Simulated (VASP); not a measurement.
# Au (Im-3m) in VASP: notebook

The runs below take Au through relaxation of cell and atoms, with r2SCAN, r2SCAN+rVV10.

Program: VASP 6.6.1. These are calculated values, not measurements. Logs are shortened: lines on timing, memory, paths and dates and some standing lists are left out, and cuts for length are marked.

## 1. The crystal as given

It takes space group Im-3m (No. 229, cubic). The conventional cell has a = 3.240 Å, b = 3.240 Å, c = 3.240 Å, α = 90.00°, β = 90.00°, γ = 90.00°. Au (site symmetry m-3m) is surrounded by 8 Au at 2.81 Å.

This isn't the form of Au at room conditions, which is fcc.

## 2. Relaxation of cell and atoms, r2SCAN

The input, INCAR:

```
PREC = Accurate ; ENCUT = 600
EDIFF = 1E-7 ; ISMEAR = 0
SIGMA = 0.1 ; LREAL = False
LASPH = True ; NELM = 80
ALGO = Normal ; ISIF = 3
LWAVE = False ; LCHARG = False
METAGGA = R2SCAN ; LMIXTAU = True
IBRION = 2 ; NSW = 90
EDIFFG = -0.005
```

The input, KPOINTS:

```
regular mesh
0
Gamma
  18 18 18
```

The input, POSCAR:

```
Au
1.0
   -1.6198059000      1.6198059000      1.6198059000
    1.6198059000     -1.6198059000      1.6198059000
    1.6198059000      1.6198059000     -1.6198059000
Au
1
Direct
    0.0000000000      0.0000000000      0.0000000000
```

Potentials or basis: VASP PAW PBE potentials, release 64 (Au).

Command:

```console
> cat potpaw_PBE.64/Au/POTCAR > POTCAR
> mpirun -np 1 vasp_std > vasp.out
```

OUTCAR:

```text
PREC = Accurate
   ENCUT = 600
   EDIFF = 1E-7
   ISMEAR = 0
   LREAL = False
   LASPH = True
   NELM = 80
   ISIF = 3
   METAGGA = R2SCAN
   IBRION = 2
   NSW = 90
   EDIFFG = -0.005

 ion  position               nearest neighbor table
   1  0.000  0.000  0.000-

  LATTYP: Found a body centered cubic cell.
 ALAT       =     3.2396118000

  Lattice vectors:

 A1 = (  -1.6198059000,   1.6198059000,   1.6198059000)
 A2 = (   1.6198059000,  -1.6198059000,   1.6198059000)
 A3 = (   1.6198059000,   1.6198059000,  -1.6198059000)

Analysis of symmetry for initial positions (statically):
=====================================================================
 Subroutine PRICEL returns:
 Original cell was already a primitive cell.

 Routine SETGRP: Setting up the symmetry group for a
 body centered cubic supercell.

 Subroutine GETGRP returns: Found 48 space group operations
 (whereof 48 operations were pure point group operations)
 out of a pool of 48 trial point group operations.

The static configuration has the point symmetry O_h .

Analysis of symmetry for dynamics (positions and initial velocities):
=====================================================================
 Subroutine PRICEL returns:
 Original cell was already a primitive cell.

 Routine SETGRP: Setting up the symmetry group for a
 body centered cubic supercell.

 Subroutine GETGRP returns: Found 48 space group operations
 (whereof 48 operations were pure point group operations)
 out of a pool of 48 trial point group operations.

The dynamic configuration has the point symmetry O_h .

 Subroutine INISYM returns: Found 48 space group operations
 (whereof 48 operations are pure point group operations),
 and found     1 'primitive' translations

----------------------------------------------------------------------------------------

                                     Primitive cell

  volume of cell :      17.0000

  direct lattice vectors                    reciprocal lattice vectors
    -1.619805900  1.619805900  1.619805900     0.000000000  0.308678960  0.308678960
     1.619805900 -1.619805900  1.619805900     0.308678960  0.000000000  0.308678960
     1.619805900  1.619805900 -1.619805900     0.308678960  0.308678960  0.000000000

  length of vectors
     2.805586117  2.805586117  2.805586117     0.436537971  0.436537971  0.436537971

  position of ions in fractional coordinates (direct lattice)
     0.000000000  0.000000000  0.000000000

  ion indices of the primitive-cell ions
   primitive index   ion index
                 1           1

----------------------------------------------------------------------------------------

 KPOINTS: regular mesh

Automatic generation of k-mesh.
 Grid dimensions read from file:
 generate k-points for:   18   18   18

 Generating k-lattice:

  Cartesian coordinates                     Fractional coordinates (reciprocal lattice)
     0.000000000  0.017148831  0.017148831     0.055555556  0.000000000  0.000000000
     0.017148831  0.000000000  0.017148831     0.000000000  0.055555556  0.000000000
     0.017148831  0.017148831  0.000000000     0.000000000  0.000000000  0.055555556

  Length of vectors
     0.024252110  0.024252110  0.024252110

  Shift w.r.t. Gamma in fractional coordinates (k-lattice)
     0.000000000  0.000000000  0.000000000

 Subroutine IBZKPT returns following result:
 ===========================================

 Found    195 irreducible k-points:

 Following reciprocal coordinates:
            Coordinates               Weight
  0.000000  0.000000  0.000000      1.000000
  0.055556  0.000000  0.000000     12.000000
  0.111111  0.000000  0.000000     12.000000
  0.166667  0.000000  0.000000     12.000000
  0.222222  0.000000  0.000000     12.000000
  0.277778  0.000000  0.000000     12.000000
[... 16 lines left out ...]
  0.333333  0.111111  0.000000     48.000000
  0.388889  0.111111  0.000000     48.000000
 [... further k-points ...]
   k-points           NKPTS =    195   k-points in BZ     NKDIM =    195   number of bands    NBANDS=      9
   number of dos      NEDOS =    301   number of ions     NIONS =      1
   total plane-waves  NPLWV =  13824
   dimension x,y,z NGX =    24 NGY =   24 NGZ =   24
   dimension x,y,z NGXF=    48 NGYF=   48 NGZF=   48
   ions per type =               1
   NGX,Y,Z   is equivalent  to a cutoff of  14.22, 14.22, 14.22 a.u.
   NGXF,Y,Z  is equivalent  to a cutoff of  28.44, 28.44, 28.44 a.u.
 SYSTEM =  unknown system
   PREC   = accura    normal or accurate (medium, high low for compatibility)
   ISTART =      0    job   : 0-new  1-cont  2-samecut
   ICHARG =      2    charge: 1-file 2-atom 10-const
   ISPIN  =      1    spin polarized calculation?
   LNONCOLLINEAR =      F non collinear calculations
   LSORBIT =      F    spin-orbit coupling
   LASPH  =      T    aspherical Exc in radial PAW
   ENCUT  =  600.0 eV  44.10 Ry    6.64 a.u.   5.60  5.60  5.60*2*pi/ulx,y,z
   NELM   =     80;   NELMIN=  2; NELMDL= -5     # of ELM steps
   EDIFF  = 0.1E-06   stopping-criterion for ELM
   LREAL  =      F    real-space projection
   EDIFFG = -.5E-02   stopping-criterion for IOM
   NSW    =     90    number of steps for IOM
   IBRION =      2    ionic relax: 0-MD 1-quasi-New 2-CG
   NFREE  =      1    steps in history (QN), initial steepest desc. (CG)
   ISIF   =      3    stress and relaxation
   ISYM   =      2    0-nonsym 1-usesym 2-fastsym
   POTIM  = 0.5000    time-step for ionic-motion
   TEBEG  =    0.0;   TEEND  =   0.0 temperature during run
   PSTRESS=    0.0 pullay stress
   NELECT =      11.0000    total number of electrons
   NUPDOWN=      -1.0000    fix difference up-down
   EMIN   =  10.00;   EMAX   =-10.00  energy-range for DOS
   EFERMI =   0.00;   METHOD = LEGACY
   ISMEAR =     0;   SIGMA  =   0.10  broadening in eV -4-tet -1-fermi 0-gaus
   EFERMI_NEDOS =   21; number of points for ismear=-14 and -15
   IALGO  =     38    algorithm
   IMIX   =      4    mixing-type and parameters
     AMIX     =   0.40;   BMIX     =  1.00
     AMIX_MAG =   1.60;   BMIX_MAG =  1.00
  volume/ion in A,a.u.               =      17.00       114.72
  Fermi-wavevector in a.u.,A,eV,Ry     =   1.415977  2.675808 27.279543  2.004990
  Thomas-Fermi vector in A             =   2.537359
   LORBIT       =      0    0 simple, 1 ext, 2 COOP (PROOUT), +10 PAW based schemes
   METAGGA = R2SCAN    functional components
   LHFCALC =     F    Hartree Fock is set to
   AEXX    =    0.0000 exact exchange contribution
   IVDW    =     0    specifies the selected vdW correction
   LEPSILON=     F    determine dielectric tensor
   LRPA    =     F    only Hartree local field effects (RPA)
 conjugate gradient relaxation of ions
 non-spin polarized calculation
 Gauss-broadening in eV      SIGMA  =   0.10
  energy-cutoff  :      600.00
  volume of cell :       17.00
 maximum number of plane-waves:       586
   NGX = 11   NGY = 11   NGZ = 11

--------------------------------------- Ionic step        1  -------------------------------------------

 number of electron      11.0000001 magnetization

 Free energy of the ion-electron system (eV)
  ---------------------------------------------------
  ext. energy  EPLUGINS =         0.00000000
  ---------------------------------------------------
  free energy    TOTEN  =       -50.56394977 eV

  energy without entropy =      -50.56346095  energy(sigma->0) =      -50.56370536

------------------------ aborting loop because EDIFF is reached ----------------------------------------

  FORCE on cell =-STRESS in cart. coord.  units (eV):
  Direction    XX          YY          ZZ          XY          YZ          ZX
  --------------------------------------------------------------------------------------
  -------------------------------------------------------------------------------------
  Total        0.6335657      0.6335657      0.6335657     -0.0000000      0.0000000     -0.0000000
  in kB       59.7108599     59.7108599     59.7108599     -0.0000000      0.0000000     -0.0000000
  external PRESSURE =      59.7108599 kB  Pullay stress =       0.0000000 kB
[... 125 lines left out ...]
  energy  without entropy=      -50.5738289671  energy(sigma->0) =      -50.57427674

--------------------------------------- Ionic step        5  -------------------------------------------

 number of electron      11.0000001 magnetization

 Free energy of the ion-electron system (eV)
  ---------------------------------------------------
  ext. energy  EPLUGINS =         0.00000000
  ---------------------------------------------------
  free energy    TOTEN  =       -50.57472451 eV

  energy without entropy =      -50.57382891  energy(sigma->0) =      -50.57427671

 E-fermi :   8.9025     XC(G=0): -13.3984

 val. band max:        8.8866302503   @ k =   0.5000   0.5000   0.0556
 cond. band min:       8.9724231855   @ k =  -0.3333   0.3333   0.3333
 fundamental gap:      0.0857929353
 Fermi energy:         8.9024781758

 k-point     1 :       0.0000    0.0000    0.0000
  band No.  band energies     occupation
      1      -0.9259      2.00000
      2       3.8311      2.00000
      3       3.8311      2.00000
      4       3.8311      2.00000
      5       5.7123      2.00000
      6       5.7123      2.00000
      7      26.2206      0.00000
      8      26.2206      0.00000
      9      26.2206      0.00000
[... 265 lines left out ...]
 k-point    24 :       0.3889    0.1111    0.0000
  band No.  band energies     occupation
      1       1.8433      2.00000
      2       2.8929      2.00000
      3       5.3251      2.00000
      4       5.5900      2.00000
      5       6.3975      2.00000
      6       9.0316      0.06774
      7      13.3557      0.00000
      8      21.0871      0.00000
      9      22.8693      0.00000

 [... further k-points ...]

------------------------ aborting loop because EDIFF is reached ----------------------------------------

  FORCE on cell =-STRESS in cart. coord.  units (eV):
  Direction    XX          YY          ZZ          XY          YZ          ZX
  --------------------------------------------------------------------------------------
  -------------------------------------------------------------------------------------
  Total        0.0048445      0.0048445      0.0048445      0.0000000     -0.0000000      0.0000000
  in kB        0.4409711      0.4409711      0.4409711      0.0000000     -0.0000000      0.0000000
  external PRESSURE =       0.4409711 kB  Pullay stress =       0.0000000 kB
[... 16 lines left out ...]
  FREE ENERGIE OF THE ION-ELECTRON SYSTEM (eV)
  ---------------------------------------------------
  free  energy   TOTEN  =       -50.5747245139 eV

  energy  without entropy=      -50.5738289128  energy(sigma->0) =      -50.57427671

 reached required accuracy - stopping structural energy minimisation
```

Run time: 2.2 min. Hardware: 1 thread of Intel Xeon 6975P-C (Granite Rapids), shared host; peak memory 0.18 GiB.

Results:

```
Free energy                            : -50.5747 eV
Relaxed volume                         : 17.60 Å³/atom
Relaxed cell                           : a = 2.838 Å, b = 2.838 Å, c = 2.838 Å, α = 109.47°, β = 109.47°, γ = 109.47°
Space group after relaxing (to 0.05 Å) : Im-3m (No. 229)
Energy gained by relaxing              : 10.8 meV/atom
Ionic steps                            : 5
Pressure after relaxing                : 0.0 GPa
Band gap on the k mesh                 : none (metal or under the smearing width)
```

The path:
```
step  energy change (eV)  largest force (eV/Å)  pressure (GPa)  volume (Å³)
   1              0.0000                0.0000            5.97        17.00
   2              0.0129                0.0000           -7.06        18.61
   3             -0.0108                0.0000           -0.05        17.61
   4             -0.0108                0.0000            0.05        17.60
   5             -0.0108                0.0000            0.04        17.60
```

Final structure:
```yaml
crystal:
  lattice:
    - [-1.63868, 1.63868, 1.63868]
    - [1.63868, -1.63868, 1.63868]
    - [1.63868, 1.63868, -1.63868]
  atoms:
    - { symbol: Au, position: [0.00000, 0.00000, 0.00000] }
```

Levels at points of the mesh, in eV from the Fermi level:
| k point | band 2 | band 3 | band 4 | band 5 | band 6 | band 7 | band 8 | band 9 |
| --- | --- | --- | --- | --- | --- | --- | --- | --- |
| (0.00, 0.00, 0.00) | -5.07 | -5.07 | -5.07 | -3.19 | -3.19 | 17.32 | 17.32 | 17.32 |
| (0.50, 0.00, 0.00) | -6.13 | -3.33 | -3.01 | -1.66 | -0.42 | 3.41 | 12.99 | 14.19 |
| (0.50, 0.50, 0.50) | -6.93 | -2.04 | -2.04 | -2.04 | 6.52 | 6.52 | 6.52 | 9.65 |

Caveat: the PAW data sets were made with another functional, which shifts forces and pressure a little. The run has no spin-orbit coupling, so splittings on Au are missing.

(Continued in part 2 of 2.)
